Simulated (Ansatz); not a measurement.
# LiCl (Fm-3m) in Ansatz: settings compared

One crystal, LiCl, is run at these levels: PBE, LDA; tasks: single point.

All numbers are computed with Ansatz 0.2.0; they aren't measurements. Logs are shortened: lines on timing, memory, paths and dates and some standing lists are left out, and cuts for length are marked.

## 1. Starting point

It takes space group Fm-3m (No. 225, cubic). The conventional cell has a = 5.130 Å, b = 5.130 Å, c = 5.130 Å, α = 90.00°, β = 90.00°, γ = 90.00°. Cl (site symmetry m-3m) is surrounded by 6 Li at 2.56 Å. Around Li (site symmetry m-3m) lie 6 Cl at 2.56 Å.

## 2. Single point, PBE

File input.yaml:

```yaml
crystal:
  lattice:
    - [0.0, 2.56477, 2.56477]
    - [2.56477, 0.0, 2.56477]
    - [2.56477, 2.56477, 0.0]
  atoms:
    - { symbol: Cl, position: [0.5, 0.5, 0.5] }
    - { symbol: Li, position: [0.0, 0.0, 0.0] }
hamiltonian:
  xc: pbe
  pseudopotentials: { kind: paw }
kpoints:
  mp_grid: { grid: [9, 9, 9] }
scf:
  occupations: { method: gaussian, width: 0.029 }
output:
  forces: true
  stress: true
  eigenvalues: true
```

Potentials or basis: Ansatz PAW.

Run with:

```sh
ansatz run input.yaml --threads 2 --pin off --max-ram 5632MiB --backend cpu --events-out ev --progress --plain --runs-dir out
```

Log:

```text
Warning: RAYON_NUM_THREADS=2 ignored (pool sized by the plan → 2); use --threads N
Engine: ansatz 0.2.0, aarch64-unknown-linux-gnu
Pseudopotentials: kind: paw
Pseudopotential: Cl, paw, valence charge 7, recommended cutoff 420 eV (normal), Cl.paw.azcp
Pseudopotential: Li, paw, valence charge 3, recommended cutoff 420 eV (normal), Li.paw.azcp
Functional definition: PBE
  parameter kappa = 0.804
  parameter beta = 0.06672455060314922
  exchange = pbe_x(kappa = kappa, mu = beta*pi^2/3)
  correlation = pbe_c(beta = beta)
Crystal: 2 atoms, lattice volume = 33.742 Å³
Basis set: ecut = 420 eV, 645 PW (Γ), exchange–correlation on 50×50×50 points (8 copies of the dense FFT grid, shifted against one another)
Bands: 9, of which v1, the nominal top of the filled ones, is band 5 counted from 1 (4 counted from 0)
Symmetry: 48 space group operations
Space group: Fm-3m (ITA 225), of the structure as read, at distance tolerance 3.2e-5 Å
k-points: 35 of 729
Non-local potential: Cl, projectors of the file, l = 0: 2, l = 1: 2, l = 2: 2
Non-local potential: Li, projectors of the file, l = 0: 3, l = 1: 2, l = 2: 1
PAW form: soft (Blöchl's): semilocal exchange-correlation on the pseudo side does not see the compensation charge
PAW one-centre angular grid: Cl, 110 points (default); XC on 64 Gauss nodes
PAW one-centre angular grid: Li, 110 points (default); XC on 64 Gauss nodes
Initial density: superposition of atomic densities (neutral atoms: chi_scale 0, normalization atom), corrected by the library's trained network
Initial wavefunctions: pseudopotential atomic-orbital guess
Functional: x = pbe(κ = 0.804, μ = 0.2195149727645171), c = pbe(β = 0.06672455060314922)
SCF iter   1: F=—  HF=-1287.833509 eV  |F-HF|=—  |Δ(HF+E_count)|=         —  Δρ=2.39e-4  dr2=1.79e-5  ethr=1.77e-3  ⟨swp⟩=7.0  Hψ=2241  notcnv=0
preconditioner: auto → none  [insulator: Δε(μ)=6.333 eV  Ē_g=14.122 eV  σ=0.029 eV  W_gap=1.00  n_scr=8 (ndim 8)  ℏωp=18.1 eV  f_vac=0.000  D(μ)=0.00/eV (n_scr^D=0)  ε∞_Penn≈2.6]
SCF iter   2: F=—  HF=-1287.833412 eV  |F-HF|=—  |Δ(HF+E_count)|=   9.77e-5  Δρ=2.18e-4  dr2=2.40e-5  ethr=1.79e-7  ⟨swp⟩=2.5  Hψ=822  notcnv=0
SCF iter   3: F=—  HF=-1287.833397 eV  |F-HF|=—  |Δ(HF+E_count)|=   1.51e-5  Δρ=9.54e-5  dr2=3.65e-6  ethr=1.79e-7  ⟨swp⟩=2.3  Hψ=423  notcnv=0
SCF iter   4: F=—  HF=-1287.833392 eV  |F-HF|=—  |Δ(HF+E_count)|=   4.25e-6  Δρ=4.78e-5  dr2=1.04e-6  ethr=3.65e-8  ⟨swp⟩=2.0  Hψ=455  notcnv=0
SCF iter   5: F=—  HF=-1287.833392 eV  |F-HF|=—  |Δ(HF+E_count)|=   3.34e-7  Δρ=1.67e-5  dr2=1.33e-7  ethr=1.04e-8  ⟨swp⟩=2.0  Hψ=434  notcnv=0
SCF iter   6: F=-1287.833392 eV  HF=-1287.833392 eV  |F-HF|=5.85e-9  |Δ(HF+E_count)|=   4.52e-8  Δρ=4.00e-6  dr2=8.12e-9  ethr=1.00e-9  ⟨swp⟩=4.0  Hψ=875  notcnv=0
SCF 1 converged in 6 iterations: F = -1287.833392 eV  dr2 = 8.12e-9
SCF converged after 6 iterations
Free energy (F): -1287.833392 eV
Harris-Foulkes:  -1287.833392 eV  (|F-HF|=5.85e-9)
Internal energy: -1287.833392 eV  (E = F + TS)
E sigma→0 (E₀):  -1287.833392 eV
Fermi energy:    4.868870 eV
--- Per-component energies (eV) ---
  E_band       = -103.241401
  E_kinetic    = 183.764465
  E_local      = -324.949115  (includes V_loc(G=0)·N_el)
  E_nonlocal   = -4.737479
  E_hartree    = 94.681976
  E_xc         = -118.676264
  E_vxc        = -136.936295  (∫ρ·V_xc dr)
  E_paw        = -680.427859  (= ΣΔE_a)
  E_vpaw       = -9.745821  (= ΣTr[D̂ρ^β])
  E_aug_tail   = 0.000088  (compensation charges beyond the density's cutoff)
  E_ewald      = -437.489205
  E_smearing   = -0.000000  (= −TS)
  E_closure    = 0.000000  (closes the sum)
  Σ components = -1287.833392   (vs F -1287.833392, Δ=0.00e0)
--- Forces (eV/Å), atoms counted from 1 ---
  atom   1  Cl     0.00000000     0.00000000    -0.00000000
  atom   2  Li    -0.00000000    -0.00000000    -0.00000000
  max |Σ_I F_I| component: 4.58e-30 eV/Å
--- Stress (GPa, compression-positive) ---
        0.397435       0.000000      -0.000000
       -0.000000       0.397435       0.000000
       -0.000000       0.000000       0.397435
  P = ⅓ Tr σ = 0.3974 GPa (3.974 kbar)
--- Band table (eV; the first three rows and the last of 35) ---
  k-point 0: bands = ["-41.7997", "-11.6926", "1.7047", "1.7047", "1.7047", "8.0329", "13.4957", "13.4957", "13.4957"]
  k-point 1: bands = ["-41.7994", "-11.6324", "1.2784", "1.6718", "1.6718", "8.4151", "12.8624", "13.4805", "13.4805"]
  k-point 2: bands = ["-41.7985", "-11.4733", "0.3635", "1.5923", "1.5923", "8.9023", "12.5099", "12.5726", "12.5726"]
  k-point 34: bands = ["-41.7962", "-10.9049", "-0.5605", "-0.2221", "0.7151", "11.0251", "11.5218", "11.7469", "12.8864"]
```

Wall time 0.54 s (2 threads of Arm Neoverse V1, shared host); peak memory 0.27 GiB.

What came out:

* Free energy: -1287.8334 eV
* Pressure: 0.4 GPa
* Band gap on the k mesh: 6.33 eV, direct

Levels at points of the mesh, in eV from the valence-band top:
| k point | band 1 | band 2 | band 3 | band 4 | band 5 | band 6 | band 7 | band 8 | band 9 |
| --- | --- | --- | --- | --- | --- | --- | --- | --- | --- |
| (0.00, 0.00, 0.00) | -43.50 | -13.40 | 0.00 | 0.00 | 0.00 | 6.33 | 11.79 | 11.79 | 11.79 |

Caveat: odd divisions of the mesh miss points on the zone boundary, where band edges often lie, so the gap on the mesh can be too wide.

## 3. Single point, PBE

Changes to input.yaml since step 2:

```diff
@@ -14,3 +14,3 @@
 scf:
-  occupations: { method: gaussian, width: 0.029 }
+  occupations: { method: gaussian, width: 0.03 }
 output:
```

Potentials or basis: Ansatz PAW.

Run with:

```sh
ansatz run input.yaml --threads 2 --pin off --max-ram 5632MiB --backend cpu --events-out ev --progress --plain --runs-dir out
```

Log:

```text
Warning: RAYON_NUM_THREADS=2 ignored (pool sized by the plan → 2); use --threads N
Engine: ansatz 0.2.0, aarch64-unknown-linux-gnu
Pseudopotentials: kind: paw
Pseudopotential: Cl, paw, valence charge 7, recommended cutoff 420 eV (normal), Cl.paw.azcp
Pseudopotential: Li, paw, valence charge 3, recommended cutoff 420 eV (normal), Li.paw.azcp
Functional definition: PBE
  parameter kappa = 0.804
  parameter beta = 0.06672455060314922
  exchange = pbe_x(kappa = kappa, mu = beta*pi^2/3)
  correlation = pbe_c(beta = beta)
Crystal: 2 atoms, lattice volume = 33.742 Å³
Basis set: ecut = 420 eV, 645 PW (Γ), exchange–correlation on 50×50×50 points (8 copies of the dense FFT grid, shifted against one another)
Bands: 9, of which v1, the nominal top of the filled ones, is band 5 counted from 1 (4 counted from 0)
Symmetry: 48 space group operations
Space group: Fm-3m (ITA 225), of the structure as read, at distance tolerance 3.2e-5 Å
k-points: 35 of 729
Non-local potential: Cl, projectors of the file, l = 0: 2, l = 1: 2, l = 2: 2
Non-local potential: Li, projectors of the file, l = 0: 3, l = 1: 2, l = 2: 1
PAW form: soft (Blöchl's): semilocal exchange-correlation on the pseudo side does not see the compensation charge
PAW one-centre angular grid: Cl, 110 points (default); XC on 64 Gauss nodes
PAW one-centre angular grid: Li, 110 points (default); XC on 64 Gauss nodes
Initial density: superposition of atomic densities (neutral atoms: chi_scale 0, normalization atom), corrected by the library's trained network
Initial wavefunctions: pseudopotential atomic-orbital guess
Functional: x = pbe(κ = 0.804, μ = 0.2195149727645171), c = pbe(β = 0.06672455060314922)
SCF iter   1: F=—  HF=-1287.833509 eV  |F-HF|=—  |Δ(HF+E_count)|=         —  Δρ=2.39e-4  dr2=1.79e-5  ethr=1.77e-3  ⟨swp⟩=6.9  Hψ=2242  notcnv=0
preconditioner: auto → none  [insulator: Δε(μ)=6.333 eV  Ē_g=14.122 eV  σ=0.030 eV  W_gap=1.00  n_scr=8 (ndim 8)  ℏωp=18.1 eV  f_vac=0.000  D(μ)=0.00/eV (n_scr^D=0)  ε∞_Penn≈2.6]
SCF iter   2: F=—  HF=-1287.833412 eV  |F-HF|=—  |Δ(HF+E_count)|=   9.77e-5  Δρ=2.18e-4  dr2=2.40e-5  ethr=1.79e-7  ⟨swp⟩=2.5  Hψ=817  notcnv=0
SCF iter   3: F=—  HF=-1287.833397 eV  |F-HF|=—  |Δ(HF+E_count)|=   1.51e-5  Δρ=9.54e-5  dr2=3.65e-6  ethr=1.79e-7  ⟨swp⟩=2.3  Hψ=423  notcnv=0
SCF iter   4: F=—  HF=-1287.833392 eV  |F-HF|=—  |Δ(HF+E_count)|=   4.25e-6  Δρ=4.78e-5  dr2=1.04e-6  ethr=3.65e-8  ⟨swp⟩=2.0  Hψ=455  notcnv=0
SCF iter   5: F=—  HF=-1287.833392 eV  |F-HF|=—  |Δ(HF+E_count)|=   3.34e-7  Δρ=1.67e-5  dr2=1.33e-7  ethr=1.04e-8  ⟨swp⟩=2.0  Hψ=434  notcnv=0
SCF iter   6: F=-1287.833392 eV  HF=-1287.833392 eV  |F-HF|=5.85e-9  |Δ(HF+E_count)|=   4.52e-8  Δρ=4.00e-6  dr2=8.12e-9  ethr=1.00e-9  ⟨swp⟩=4.0  Hψ=875  notcnv=0
SCF 1 converged in 6 iterations: F = -1287.833392 eV  dr2 = 8.12e-9
SCF converged after 6 iterations
Free energy (F): -1287.833392 eV
Harris-Foulkes:  -1287.833392 eV  (|F-HF|=5.85e-9)
Internal energy: -1287.833392 eV  (E = F + TS)
E sigma→0 (E₀):  -1287.833392 eV
Fermi energy:    4.868875 eV
--- Per-component energies (eV) ---
  E_band       = -103.241401
  E_kinetic    = 183.764466
  E_local      = -324.949115  (includes V_loc(G=0)·N_el)
  E_nonlocal   = -4.737479
  E_hartree    = 94.681976
  E_xc         = -118.676264
  E_vxc        = -136.936295  (∫ρ·V_xc dr)
  E_paw        = -680.427859  (= ΣΔE_a)
  E_vpaw       = -9.745821  (= ΣTr[D̂ρ^β])
  E_aug_tail   = 0.000088  (compensation charges beyond the density's cutoff)
  E_ewald      = -437.489205
  E_smearing   = -0.000000  (= −TS)
  E_closure    = 0.000000  (closes the sum)
  Σ components = -1287.833392   (vs F -1287.833392, Δ=0.00e0)
--- Forces (eV/Å), atoms counted from 1 ---
  atom   1  Cl     0.00000000     0.00000000    -0.00000000
  atom   2  Li    -0.00000000     0.00000000     0.00000000
  max |Σ_I F_I| component: 2.19e-30 eV/Å
--- Stress (GPa, compression-positive) ---
        0.397435       0.000000       0.000000
        0.000000       0.397435      -0.000000
        0.000000       0.000000       0.397435
  P = ⅓ Tr σ = 0.3974 GPa (3.974 kbar)
--- Band table (eV; the first three rows and the last of 35) ---
  k-point 0: bands = ["-41.7997", "-11.6926", "1.7047", "1.7047", "1.7047", "8.0329", "13.4957", "13.4957", "13.4957"]
  k-point 1: bands = ["-41.7994", "-11.6324", "1.2784", "1.6718", "1.6718", "8.4151", "12.8624", "13.4805", "13.4805"]
  k-point 2: bands = ["-41.7985", "-11.4733", "0.3635", "1.5923", "1.5923", "8.9023", "12.5099", "12.5726", "12.5726"]
  k-point 34: bands = ["-41.7962", "-10.9049", "-0.5605", "-0.2221", "0.7151", "11.0251", "11.5218", "11.7469", "12.8864"]
```

It took 0.54 s on 2 threads of Arm Neoverse V1, shared host; peak memory 0.27 GiB.

Results:

| Quantity | Value |
| --- | --- |
| Free energy | -1287.8334 eV |
| Pressure | 0.4 GPa |
| Band gap on the k mesh | 6.33 eV, direct |

Caveat: odd divisions of the mesh miss points on the zone boundary, where band edges often lie, so the gap on the mesh can be too wide. A k mesh can miss the band edges.

## 4. Single point, LDA

Changes to input.yaml since step 3:

```diff
@@ -9,3 +9,3 @@
 hamiltonian:
-  xc: pbe
+  xc: lda
   pseudopotentials: { kind: paw }
@@ -14,3 +14,3 @@
 scf:
-  occupations: { method: gaussian, width: 0.03 }
+  occupations: { method: gaussian, width: 0.1 }
 output:
```

Run with:

```sh
ansatz run input.yaml --threads 2 --pin off --max-ram 5632MiB --backend cpu --events-out ev --progress --plain --runs-dir out
```

It took 0.54 s on 2 threads of Arm Neoverse V1, shared host; peak memory 0.26 GiB.

Results (log left out):

| Quantity | Value |
| --- | --- |
| Free energy | -1249.4416 eV |
| Pressure | -3.2 GPa |
| Band gap on the k mesh | 5.99 eV, direct |

Levels at points of the mesh, in eV from the valence-band top:
| k point | band 2 | band 3 | band 4 | band 5 | band 6 | band 7 | band 8 | band 9 |
| --- | --- | --- | --- | --- | --- | --- | --- | --- |
| (0.00, 0.00, 0.00) | -13.35 | 0.00 | 0.00 | 0.00 | 5.99 | 11.58 | 11.58 | 11.58 |

Caveat: odd divisions of the mesh miss points on the zone boundary, where band edges often lie, so the gap on the mesh can be too wide; the PAW data sets come from PBE, with cores solved anew for the run's functional, which leaves a small shift of forces and pressure. A k mesh can miss the band edges.

## 5. Summary

```csv
level,smearing,gap on the mesh (eV),pressure (GPa)
PBE,gaussian 0.029 eV,6.33,0.4
PBE,gaussian 0.03 eV,6.33,0.4
LDA,gaussian 0.1 eV,5.99,-3.2
```

Alike in all rows: task single point; potentials or basis Ansatz PAW; no spin polarisation; cell as given; k mesh 9 × 9 × 9; cutoff (eV) 420.

On the cell as given the gap runs from 5.99 eV (LDA) to 6.33 eV (PBE). The pressure there spans -3.2 GPa (LDA) to 0.4 GPa (PBE); a positive pressure means that this level wants a larger cell, a negative one a smaller.

Caveats: odd divisions of the mesh miss points on the zone boundary, where band edges often lie, so the gap on the mesh can be too wide; the PAW data sets come from PBE, with cores solved anew for the run's functional, which leaves a small shift of forces and pressure (some runs).

Absolute energies hang on the potentials; compare differences alone.
